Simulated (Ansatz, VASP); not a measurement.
**CuAu: VASP beside Ansatz**

```
CELL_PARAMETERS angstrom
2.81075 0.00000 0.00000
0.00000 2.81075 0.00000
0.00000 0.00000 3.68500
ATOMIC_POSITIONS crystal
Au 0.00000 0.00000 0.00000
Cu 0.50000 0.50000 0.50000
```

Alike in both runs: functional PBE; k mesh 9 × 9 × 7; occupations fermi-dirac, width 0.05 eV; no spin polarisation.

```csv
,VASP,Ansatz
version,VASP 6.6.1,Ansatz 0.2.0
potentials or method,"VASP PAW PBE potentials, release 64 (Au, Cu), cutoff 520 eV","all-electron LAPW, scalar-relativistic"
task,single point,band structure
```

VASP gave:

- gap on the k mesh at the Fermi level (eV): none
- pressure (GPa): 4.4
- largest component of the traceless stress (GPa): 0.39

Which values does Ansatz return?

gap on the k mesh at the Fermi level (eV): none; pressure (GPa): 4.5; largest component of the traceless stress (GPa): 0.45.

A gap of «none» marks a metal or a gap that the smearing closes. Ansatz ran all-electron here, so the differences hold the error of VASP's frozen core and of both bases.

Caveats: spin-orbit coupling is left out, which moves the levels of the heavy elements (Ansatz). The runs have no spin-orbit coupling, so splittings on Au are missing.
